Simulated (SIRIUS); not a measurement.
Here is a SIRIUS 7.12.0 calculation.

run.py

```python
import json, subprocess
import numpy as np
from ase import Atoms
from ase.io import read
from ase.calculators.calculator import Calculator, all_changes
from ase.units import Bohr, Hartree, GPa
from ase.calculators.mixing import SumCalculator
from dftd3.ase import DFTD3
from ase.optimize import BFGS
from ase.filters import FrechetCellFilter

class Sirius(Calculator):
    """Writes sirius.json, runs sirius.scf and reads out.json."""
    implemented_properties = ["energy", "free_energy", "forces", "stress", "magmom"]

    def __init__(self, config, files):
        super().__init__()
        self.config, self.files, self.calls = config, files, 0

    def calculate(self, atoms=None, properties=["energy"], system_changes=all_changes):
        super().calculate(atoms, properties, system_changes)
        symbols = atoms.get_chemical_symbols()
        types = list(dict.fromkeys(symbols))
        order = [i for t in types for i, s in enumerate(symbols) if s == t]
        frac = atoms.get_scaled_positions(wrap=False)
        m = atoms.get_initial_magnetic_moments()
        m = m if m.ndim == 2 else np.c_[0 * m, 0 * m, m]
        spin = self.config["parameters"]["num_mag_dims"] > 0
        rows = {t: [list(frac[i]) + (list(m[i]) if spin else []) for i in order if symbols[i] == t] for t in types}
        cell = {"lattice_vectors": (atoms.cell[:] / Bohr).tolist(), "atom_types": types, "atom_files": self.files, "atoms": rows}
        json.dump({**self.config, "unit_cell": cell}, open("sirius.json", "w"), indent=1)
        self.calls += 1
        with open(f"sirius_{self.calls:03d}.out", "w") as log:
            subprocess.run(["sirius.scf", "--input=sirius.json", "--output=out.json"], stdout=log, stderr=subprocess.STDOUT, check=True)
        gs = json.load(open("out.json"))["ground_state"]
        if not gs["converged"]:
            raise RuntimeError("SCF did not converge")
        self.results = {"energy": gs["energy"]["free"] * Hartree, "free_energy": gs["energy"]["free"] * Hartree}
        if "forces" in gs:
            f = np.zeros((len(atoms), 3))
            f[order] = np.array(gs["forces"]) * Hartree / Bohr
            self.results["forces"] = f
        if "stress" in gs:
            s = np.array(gs["stress"]) * Hartree / Bohr**3
            self.results["stress"] = s.flat[[0, 4, 8, 5, 2, 1]]
        if spin:
            self.results["magmom"] = gs["magnetisation"]["total"][2]

atoms = read("Mo.xyz")

config = {
    "control": {
        "processing_unit": 'cpu',
        "verbosity": 1,
        "print_forces": True,
        "print_stress": True,
    },
    "parameters": {
        "electronic_structure_method": 'pseudopotential',
        "xc_functionals": ['XC_GGA_X_B88', 'XC_GGA_C_LYP'],
        "gk_cutoff": 9.0,
        "pw_cutoff": 18.0,
        "ngridk": [8, 8, 8],
        "shiftk": [0, 0, 0],
        "smearing": 'fermi_dirac',
        "smearing_width": 0.0018374661,
        "num_bands": 14,
        "num_mag_dims": 0,
        "num_dft_iter": 100,
        "energy_tol": 1e-08,
        "density_tol": 1e-06,
    },
    "iterative_solver": {
        "type": 'davidson',
        "min_tolerance": 1e-10,
    },
    "mixer": {
        "type": 'anderson',
        "beta": 0.7,
        "max_history": 8,
    },
    "settings": {
        "tol_ne": 1e-10,
        "pseudo_grid_cutoff": 6.5,
    },
}
dft = Sirius(config, {'Mo': 'Mo.json'})
atoms.calc = SumCalculator([dft, DFTD3(method="blyp", damping="d3zero")])
results = {"symbols": atoms.get_chemical_symbols(), "cell": atoms.cell[:].tolist(), "frac": atoms.get_scaled_positions(wrap=False).tolist(), "steps": []}

def note():
    results["steps"].append({"energy": atoms.get_potential_energy(), "cell": atoms.cell[:].tolist(), "positions": atoms.positions.tolist(),
                             "forces": atoms.get_forces().tolist(), "stress": atoms.get_stress().tolist()})
    json.dump(results, open("results.json", "w"))

opt = BFGS(FrechetCellFilter(atoms, scalar_pressure=0.0 * GPa))
opt.attach(note)
results["converged"] = bool(opt.run(fmax=0.02, steps=30))
print("converged:", results["converged"])
print("cell parameters:", atoms.cell.cellpar().round(5))
print("volume per atom (A^3):", round(atoms.get_volume() / len(atoms), 4))
print(atoms.get_scaled_positions().round(6))
json.dump(results, open("results.json", "w"))
```

File Mo.xyz:

```xyz
1
Lattice="-1.5838089719 1.5838089719 1.5838089719 1.5838089719 -1.5838089719 1.5838089719 1.5838089719 1.5838089719 -1.5838089719" Properties=species:S:1:pos:R:3 pbc="T T T"
Mo     0.0000000000      0.0000000000      0.0000000000
```

Potentials or basis: PseudoDojo 0.4.1 PBE standard (scalar relativistic).

The run is started by

```console
$ upf_to_json Mo.upf
$ OMP_NUM_THREADS=1 python run.py
```

(1) Predict the band gap on the k mesh.

(2) Estimate the dispersion energy per atom.

## Answers

(1) none (metal or under the smearing width).

(2) -1.048 eV.

Caveat: the potentials were made for another functional, which shifts forces and pressure; pairwise dispersion overbinds metals, which lowers pressure and volume.
